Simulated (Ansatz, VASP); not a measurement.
# One calculation of Al, two programs

```
Al
1.0
     5.10215    0.00000    0.00000
     0.00000    5.10215    0.00000
     0.00000    0.00000    5.10215
Al
8
Direct
  0.00000 0.00000 0.00000
  0.50000 0.50000 0.50000
  0.25000 0.00000 0.50000
  0.75000 0.00000 0.50000
  0.50000 0.25000 0.00000
  0.50000 0.75000 0.00000
  0.00000 0.50000 0.25000
  0.00000 0.50000 0.75000
```

The cell was built by a generator and needn't be a form met in nature.

Alike in both runs: task relaxation of cell and atoms; functional LDA; k mesh 5 × 5 × 5; occupations fermi-dirac, width 0.1 eV; no spin polarisation.

|  | VASP | Ansatz |
| --- | --- | --- |
| version | VASP 6.6.1 | Ansatz 0.2.0 |
| potentials or method | VASP PAW LDA potentials, release 64 (Al) | plane waves (420 eV) with PAW, scalar-relativistic |
| plane-wave cutoff (eV) | 600 | 420 |
| valence electrons in the cell | 24 | 24 |

VASP gave:

- relaxed volume (Å³/atom): 16.24
- relaxed cell length with the largest relative difference (Å): 5.065
- energy change over the relaxation (meV/atom): -2

Problem. Which values does Ansatz return?

Solution. Relaxed volume (Å³/atom): 16.23; relaxed cell length with the largest relative difference (Å): 5.064; energy change over the relaxation (meV/atom): -2.

Ansatz warned: «pseudo_functional_mismatch».
